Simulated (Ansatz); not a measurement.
# MnSi (Pm-3m) in Ansatz: settings compared

Aim: see how the results for MnSi move with the level of theory and the settings. Levels: PBE0, PBEsol0, B3LYP. Tasks: single point, relaxation of cell and atoms.

All numbers are computed with Ansatz 0.2.0; they aren't measurements. Logs are shortened: lines on timing, memory, paths and dates and some standing lists are left out, and cuts for length are marked.

## Step 1: The crystal as given

The structure is cubic, space group Pm-3m (No. 221). The conventional cell has a = 3.072 Å, b = 3.072 Å, c = 3.072 Å, α = 90.00°, β = 90.00°, γ = 90.00°. Mn (site symmetry m-3m) is surrounded by 8 Si at 2.66 Å. Si (site symmetry m-3m) has 8 Mn at 2.66 Å as nearest neighbours.

The cell was built by a generator and needn't be a form met in nature.

## Step 2: Single point, PBE0, collinear spin, ferromagnetic start

File input:

```
crystal:
  lattice:
    - [3.07218072, 0.0, 0.0]
    - [0.0, 3.07218072, 0.0]
    - [0.0, 0.0, 3.07218072]
  atoms:
    - { symbol: Mn, position: [0.0, 0.0, 0.0], spin: 4.0 }
    - { symbol: Si, position: [0.5, 0.5, 0.5] }
hamiltonian:
  xc: pbe0
  pseudopotentials: { kind: paw }
magnetization:
  spin_polarized: true
kpoints:
  mp_grid: { grid: [5, 5, 5] }
scf:
  occupations: { method: fermi_dirac, width: 0.05 }
output:
  forces: true
  stress: true
  eigenvalues: true
```

Potentials or basis: Ansatz PAW.

Output:

```text
Warning: output.stress: scf.convergence.dr2_threshold = 1e-7 eV (the SCF's general default) is looser than the 2e-10 eV advised for a printed stress (1e-10 eV for each atom of the cell: 2). What an SCF threshold leaves in a stress goes as its square root, and in the free energy as the threshold itself, and one threshold admits the most on a small cell: of the crystals measured, under no hybrid functional and no lock of the moments, on runs that ended without the residual-converged pass, on stresses that held no estimate of that error, the worst erred by over 100 MPa in a component at 1e-7 eV an atom and by under 5 at 1e-10. Set scf.convergence.dr2_threshold to 2e-10 eV or tighter. The threshold is an SCF's pass mark: one that does not reach it within its budget of iterations ends unconverged, or closes short of it on a stop that the run arms, and scf.convergence.dr2_threshold's page says what that costs each kind of run
Warning: output.stress: scf.exx.energy_threshold = 1e-6 eV is looser than the 2e-8 eV advised for a stress under a hybrid functional (1e-8 eV for each atom of the cell: 2). Every SCF of the exchange loop can meet its threshold on dr2 while the loop round them stops early: no threshold on dr2 bounds what that leaves in the stress. Set scf.exx.energy_threshold to 2e-8 eV or tighter. The threshold is the loop's pass mark: a loop that does not reach it within its budget of cycles ends unconverged, and scf.exx.energy_threshold's page has the law
GPUs: using 1 of 1 available (devices: 1).
Engine: ansatz 0.2.0, x86_64-unknown-linux-gnu
Pseudopotentials: kind: paw
Pseudopotential: Mn, paw, valence charge 15, recommended cutoff 420 eV (normal), Mn.paw.azcp
Pseudopotential: Si, paw, valence charge 4, recommended cutoff 420 eV (normal), Si.paw.azcp
Functional definition: PBE0
  parameter a = 0.25
  parameter kappa = 0.804
  parameter beta = 0.06672455060314922
  exchange = (1 - a)*pbe_x(kappa = kappa, mu = beta*pi^2/3) + a*exact_x
  correlation = pbe_c(beta = beta)
device memory: the entry about to start is reckoned to put 0.7 GiB on a device that reports 52.9 GiB free (of which the cap on the GPU budget leaves the run 18.0 GiB)
GPU FFT provider: cuFFT
GPU libraries: cuBLAS 13.8.2, cuFFT 12.4.0, cuSOLVER 12.3.4
Crystal: 2 atoms, lattice volume = 28.996 Å³
Basis set: ecut = 420 eV, 587 PW (Γ), exchange–correlation on 48×48×48 points (8 copies of the dense FFT grid, shifted against one another)
Bands: 16, of which v1, the nominal top of the filled ones, is band 10 counted from 1 (9 counted from 0)
Symmetry: 48 space group operations
Space group: Pm-3m (ITA 221), of the structure as read, at distance tolerance 3.1e-5 Å
Magnetic group: BNS 221.92 (UNI 1594), of the structure as read, at distance tolerance 3.1e-5 Å
k-points: 10 of 125
Non-local potential: Mn, projectors of the file, l = 0: 3, l = 1: 2, l = 2: 3, l = 3: 1
Non-local potential: Si, projectors of the file, l = 0: 2, l = 1: 2, l = 2: 2
PAW form: soft (Blöchl's): semilocal exchange-correlation on the pseudo side does not see the compensation charge
PAW frozen core: Mn, regenerated for the run's functional, and the local potential with it (the file was generated under x = pbe(κ = 0.804, μ = 0.2195149727645171), c = pbe(β = 0.06672455060314922))
PAW frozen core: Si, regenerated for the run's functional, and the local potential with it (the file was generated under x = pbe(κ = 0.804, μ = 0.2195149727645171), c = pbe(β = 0.06672455060314922))
PAW one-centre angular grid: Mn, 590 points (default); XC on 64 Gauss nodes
PAW one-centre angular grid: Si, 110 points (default); XC on 64 Gauss nodes
Initial density: superposition of atomic densities (chi_scale 0.1, normalization cell)
Starting moments: Σ|m| = 4 μB on 1 of 2 sites
Initial wavefunctions: pseudopotential atomic-orbital guess
GPU buffer pool allocated for 13824 grid points (all kernels)
GPU transforms: local potential and band sums: pruned to the plane-wave sphere, on 24×24×24
Functional: x = pbe(κ = 0.804, μ = 0.2195149727645171), c = pbe(β = 0.06672455060314922), warm-up for x = 0.75 pbe(κ = 0.804, μ = 0.2195149727645171) + 0.25 exact, c = pbe(β = 0.06672455060314922)
iter 1 solved again at ethr=3.61e-3 eV; its pass at ethr=1.00e-1 eV (dr2=6.85e-1 eV) is discarded
SCF iter   1: F=—  HF=-4534.139342 eV  |F-HF|=—  |Δ(HF+E_count)|=         —  Δρ=7.26e-2 (↑4.00e-2 ↓7.26e-2)  dr2=6.82e-1  dr2_m=7.83e-1  M=2.931 μB ∫|m|=3.172 μB  β_m=0.30  ethr=3.61e-3  ⟨swp⟩=2.8  Hψ=1665  notcnv=0
preconditioner: auto → none  [metal: Δε(μ)=0.049 eV  Ē_g=8.727 eV  σ=0.050 eV  W_gap=0.24  n_scr=6 (ndim 8)  ℏωp=22.9 eV  f_vac=0.000  D(μ)=3.44/eV (n_scr^D=56)  sad-step TF]
SCF iter   2: F=—  HF=-4534.260159 eV  |F-HF|=—  |Δ(HF+E_count)|=   1.21e-1  Δρ=4.50e-2 (↑4.48e-2 ↓4.50e-2)  dr2=1.29e-1  dr2_m=5.12e-1  M=2.858 μB ∫|m|=3.139 μB  β_m=0.30  ethr=3.59e-3  ⟨swp⟩=2.0  Hψ=640  notcnv=0
[... 118 lines left out ...]
SCF iter   5: F=—  HF=-4534.118674 eV  |F-HF|=—  |Δ(HF+E_count)|=   7.66e-6  Δρ=3.76e-5 (↑3.18e-5 ↓3.76e-5)  dr2=5.32e-7  dr2_m=2.81e-7  M=3.432 μB ∫|m|=4.069 μB  β_m=0.63  ethr=8.29e-10  ⟨swp⟩=4.3  Hψ=956  notcnv=0
SCF iter   6: F=—  HF=-4534.118674 eV  |F-HF|=—  |Δ(HF+E_count)|=   1.23e-7  Δρ=6.74e-6 (↑3.12e-6 ↓6.74e-6)  dr2=5.18e-7  dr2_m=3.27e-9  M=3.432 μB ∫|m|=4.069 μB  β_m=0.81  ethr=3.52e-10  ⟨swp⟩=3.0  Hψ=635  notcnv=0
Mixer restart at iter 6: flushing history
SCF iter   7: F=—  HF=-4534.118675 eV  |F-HF|=—  |Δ(HF+E_count)|=   1.55e-6  Δρ=1.69e-5 (↑1.69e-5 ↓1.46e-5)  dr2=1.21e-7  dr2_m=5.38e-8  M=3.432 μB ∫|m|=4.070 μB  β_m=0.81  ethr=1.05e-10  ⟨swp⟩=4.3  Hψ=783  notcnv=0
SCF iter   8: F=—  HF=-4534.118676 eV  |F-HF|=—  |Δ(HF+E_count)|=   3.43e-7  Δρ=1.47e-5 (↑2.34e-6 ↓1.47e-5)  dr2=8.38e-8  dr2_m=1.32e-8  M=3.432 μB ∫|m|=4.070 μB  β_m=0.91  ethr=1.05e-10  ⟨swp⟩=4.0  Hψ=816  notcnv=0
SCF iter   9: F=—  HF=-4534.118676 eV  |F-HF|=—  |Δ(HF+E_count)|=   1.44e-7  Δρ=2.25e-5 (↑2.25e-5 ↓8.05e-6)  dr2=2.44e-7  dr2_m=1.59e-8  M=3.432 μB ∫|m|=4.070 μB  β_m=0.71  ethr=1.05e-10  ⟨swp⟩=4.2  Hψ=960  notcnv=0  recentre
SCF iter  10: F=-4534.118676 eV  HF=-4534.118676 eV  |F-HF|=1.51e-10  |Δ(HF+E_count)|=   5.03e-8  Δρ=7.45e-7 (↑7.45e-7 ↓5.11e-7)  dr2=2.93e-10  dr2_m=6.61e-11  M=3.432 μB ∫|m|=4.070 μB  ethr=1.05e-10  ⟨swp⟩=4.0  Hψ=827  notcnv=0
SCF 7 converged in 10 iterations: F = -4534.118676 eV  dr2 = 2.93e-10
  Residual-converged pass: ⟨swp⟩=2.2  Hψ=481  notcnv=0  max |occ|·‖R‖ = 2.4e-6 eV (tolerance 2.4e-6 eV)  dr2=2.92e-10  dr2_m=6.77e-11  dr2_onsite=5.00e-11  max |Δocc| = 3.0e-14
hybrid outer 6: dexx = +9.257e-5 eV, tail = 4.75e-6 eV, magnetization grown 1.0101 times (not accepted), Δε = 2.65e-2 eV (about 6.32e-3 eV left of the loop's levels)
GPU FFT provider: cuFFT
GPU libraries: cuBLAS 13.8.2, cuFFT 12.4.0, cuSOLVER 12.3.4
GPU buffer pool allocated for 13824 grid points (all kernels)
GPU transforms: local potential and band sums: pruned to the plane-wave sphere, on 24×24×24
Exchange kernel: α = 0.2500, full range, Wigner–Seitz truncation, v(0) = 8086.7944 eV·Å³, q-mesh 5×5×5, nearest image of the exchange supercell L = 15.36 Å, pair-density grid 15×15×15, without the augmentation charges, whose exchange is taken in its separable form by FFT convolution over the k-point mesh (sized by the pseudopotential files, 24×24×24 at the most), smooth part of the exact exchange by density-matrix convolution in up to 1.31 GiB of GPU memory as planned if the GPU has room (build and FFT work areas not counted)
Frozen-core exchange: fock
SCF iter   1: F=—  HF=-4534.118675 eV  |F-HF|=—  |Δ(HF+E_count)|=         —  Δρ=2.14e-6 (↑2.14e-6 ↓1.79e-6)  dr2=1.55e-9  dr2_m=7.62e-10  M=3.432 μB ∫|m|=4.070 μB  β_m=0.30  ethr=2.60e-9  ⟨swp⟩=3.0  Hψ=732  notcnv=0
preconditioner: auto → none  [insulator: Δε(μ)=0.600 eV  Ē_g=11.554 eV  σ=0.050 eV  W_gap=0.92  n_scr=6 (ndim 8)  ℏωp=22.9 eV  f_vac=0.000  D(μ)=0.29/eV (n_scr^D=0)]
SCF iter   2: F=-4534.118675 eV  HF=-4534.118675 eV  |F-HF|=2.43e-10  |Δ(HF+E_count)|=   3.90e-9  Δρ=1.77e-6 (↑1.77e-6 ↓1.66e-6)  dr2=6.11e-10  dr2_m=6.02e-10  M=3.432 μB ∫|m|=4.070 μB  ethr=5.08e-12  ⟨swp⟩=4.0  Hψ=786  notcnv=0
SCF 8 converged in 2 iterations: F = -4534.118675 eV  dr2 = 6.11e-10
  Residual-converged pass: ⟨swp⟩=2.0  Hψ=397  notcnv=0  max |occ|·‖R‖ = 2.4e-6 eV (tolerance 2.4e-6 eV)  dr2=6.13e-10  dr2_m=6.03e-10  dr2_onsite=3.80e-10  max |Δocc| = 2.5e-16
hybrid outer 7: dexx = +3.491e-9 eV, tail = 5.19e-9 eV, Δε = 2.50e-4 eV (about 1.36e-4 eV left of the loop's levels), ΔF = 9.68e-29 eV/Å (tail 5.27e-29)
this state was not tested for a lower state beside it, because the functional holds exact exchange (a hybrid, or Hartree-Fock), whose exchange loop this test does not read (fock_operator); the stability check (scf.self_checks: high) cannot read this state: a pseudopotential is PAW: the check reads norm-conserving sets alone
hybrid SCF converged: 7 outer / 42 inner (+17 warm-up), last move |dexx| = 3.49e-9 eV, tail = 5.19e-9 eV
Magnetization: 3.4320 μB (11.2160 up, 7.7840 down)
Absolute magnetization: 4.0700 μB (∫|ρ↑−ρ↓|, with the PAW one-centre terms)
Spin contamination: 0.3919 ħ² per cell (⟨S²⟩ above its minimum at these occupations)
Per-site moments (μB) at R_I (Å): [(3.687807423082547, 1.0974919512714165), (-0.17232859587895638, 1.0974919512714165)]
Free energy (F): -4534.118675 eV
Frozen-core exchange: fock
Harris-Foulkes:  -4534.118675 eV  (|F-HF|=2.43e-10)
Internal energy: -4534.115914 eV  (E = F + TS)
E sigma→0 (E₀):  -4534.117295 eV
Entropy (-TS):   -0.002761 eV (-1.381 meV/atom)
Fermi energy:    13.279034 eV
--- Per-component energies (eV) ---
  E_band       = -295.618959
  E_kinetic    = 343.795018
  E_local      = -2315.622631  (includes V_loc(G=0)·N_el)
  E_nonlocal   = 273.780215
  E_hartree    = 978.481742
  E_xc         = -130.096014
  E_vxc        = -148.004357  (∫ρ·V_xc dr)
  E_exx        = -78.651846  (= α·E_x^exact, valence–valence)
  E_paw        = -1777.525737  (= ΣΔE_a)
  E_vpaw       = -249.227078  (= ΣTr[D̂ρ^β])
  E_aug_tail   = -0.000003  (compensation charges beyond the density's cutoff)
  E_ewald      = -1828.021692
  E_core_change = -0.254967  (= ΣΔE_core)
  E_smearing   = -0.002761  (= −TS)
  E_closure    = -0.000000  (closes the sum)
  Σ components = -4534.118675   (vs F -4534.118675, Δ=9.09e-13)
--- Forces (eV/Å), atoms counted from 1 ---
  atom   1  Mn     0.00000000    -0.00000000    -0.00000000
  atom   2  Si     0.00000000     0.00000000    -0.00000000
  max |Σ_I F_I| component: 1.02e-28 eV/Å
--- Stress (GPa, compression-positive) ---
       -2.520075       0.000000       0.000000
        0.000000      -2.520075       0.000000
        0.000000       0.000000      -2.520075
  P = ⅓ Tr σ = -2.5201 GPa (-25.201 kbar)
--- Band table (eV; the first three rows and the last of 20) ---
  k-point 0 ↑: bands = ["-74.5655", "-41.8927", "-41.8927", "-41.8927", "-0.9899", "6.9107", "6.9107", "8.7139", "8.7139", "8.7139", "15.8038", "15.8038", "15.8038", "20.6601", "20.6601", "22.0497"]
  k-point 1 ↑: bands = ["-74.5644", "-41.9079", "-41.8909", "-41.8909", "-0.3071", "6.8257", "7.0447", "8.3529", "8.3529", "8.7393", "11.9868", "16.8424", "16.8424", "20.6451", "21.7785", "25.6532"]
  k-point 2 ↑: bands = ["-74.5626", "-41.9328", "-41.8881", "-41.8881", "1.5808", "5.1191", "7.2676", "7.8695", "7.8695", "8.7807", "9.7791", "19.1469", "19.1469", "20.5720", "22.7956", "23.3536"]
  k-point 9 ↓: bands = ["-69.4630", "-36.4383", "-36.4366", "-36.4366", "5.5525", "8.3694", "8.3694", "10.9898", "14.6500", "14.8785", "14.8785", "17.9016", "17.9016", "20.4402", "20.4402", "20.5840"]
```

Wall time 21 s (1 × NVIDIA H100 80GB HBM3 with 2 threads of AMD EPYC 7R13 (Zen 3), shared host); peak memory 1.7 GiB.

Results:

| Item | Value |
| --- | --- |
| Free energy | -4534.1187 eV |
| Pressure | -2.5 GPa |
| Band gap on the k mesh | none (metal or under the smearing width) |
| Net moment | 3.43 μB per cell |
| Absolute moment | 4.07 μB per cell |
| Site moments | Mn +3.69; Si -0.17 μB |

Levels at points of the mesh, in eV from the Fermi level:
Spin up:
```csv
k point,band 7,band 8,band 9,band 10,band 11,band 12,band 13,band 14,band 15,band 16
"(0.00, 0.00, 0.00)",-6.37,-4.57,-4.57,-4.57,2.52,2.52,2.52,7.38,7.38,8.77
```
Spin down:
```csv
k point,band 6,band 7,band 8,band 9,band 10,band 11
"(0.00, 0.00, 0.00)",-1.70,-1.70,2.43,2.43,2.43,3.43
```

Caveat: the k mesh is coarse (spacing up to 0.41 Å⁻¹), so the values aren't converged, least of all with exact exchange; the magnetic or orbital state may not be the lowest; the PAW data sets come from PBE, with cores solved anew for the run's functional, which leaves a small shift of forces and pressure; the thresholds are loose for stress.

## Step 3: Relaxation of cell and atoms, PBE0, collinear spin, ferromagnetic start

Changes to input since step 2:

```diff
@@ -21 +21,5 @@
   eigenvalues: true
+relax:
+  f_tol: 0.01
+  max_steps: 40
+  cell: { stress_tol: 0.05 }
```

Potentials or basis: Ansatz PAW.

Run time: 71 s. Hardware: 1 × NVIDIA H100 80GB HBM3 with 2 threads of AMD EPYC 7R13 (Zen 3), shared host; peak memory 1.7 GiB.

Results (log left out):

```yaml
Free_energy: -4534.1240 eV
Relaxed_volume: 14.16 Å³/atom
Relaxed_cell: a = 3.048 Å, b = 3.048 Å, c = 3.048 Å, α = 90.00°, β = 90.00°, γ = 90.00°
Space_group_after_relaxing_to_0.05_Å: Pm-3m (No. 221)
Energy_gained_by_relaxing: 2.7 meV/atom
Ionic_steps: 4
Pressure_after_relaxing: 0.0 GPa
Band_gap_on_the_k_mesh: none (metal or under the smearing width)
Net_moment: 3.43 μB per cell
Absolute_moment: 4.02 μB per cell
Site_moments: Mn +3.66; Si -0.16 μB
```

The path:
| step | energy change (eV) | largest force (eV/Å) | volume (Å³) |
| --- | --- | --- | --- |
| 1 | 0.0000 | 0.0000 | 29.00 |
| 2 | -0.0059 | 0.0000 | 28.39 |
| 3 | -0.0060 | 0.0000 | 28.32 |
| 4 | -0.0053 | 0.0000 | 28.32 |

Final structure:
```xyz
2
Lattice="3.0482 0.0000 0.0000 0.0000 3.0482 0.0000 0.0000 0.0000 3.0482" Properties=species:S:1:pos:R:3 pbc="T T T"
Mn    0.0000    0.0000    0.0000
Si    1.5241    1.5241    1.5241
```

Levels at points of the mesh, in eV from the Fermi level:
Spin up:
```tsv
k point	band 7	band 8	band 9	band 10	band 11	band 12	band 13	band 14	band 15	band 16
(0.00, 0.00, 0.00)	-6.36	-4.47	-4.47	-4.47	2.65	2.65	2.65	7.52	7.52	9.20
```
Spin down:
```
           k point  band 5  band 6  band 7  band 8  band 9  band 10  band 11  band 12
(0.00, 0.00, 0.00)  -14.53   -1.75   -1.75    2.60    2.60     2.60     3.48     3.48
```

Caveat: the k mesh is coarse (spacing up to 0.41 Å⁻¹), so the values aren't converged, least of all with exact exchange; the magnetic or orbital state may not be the lowest; the plane-wave basis is chosen anew once the cell has moved, so the energies of steps on either side of that aren't comparable; the PAW data sets come from PBE, with cores solved anew for the run's functional, which leaves a small shift of forces and pressure.

(Part 1 of 2 ends here.)
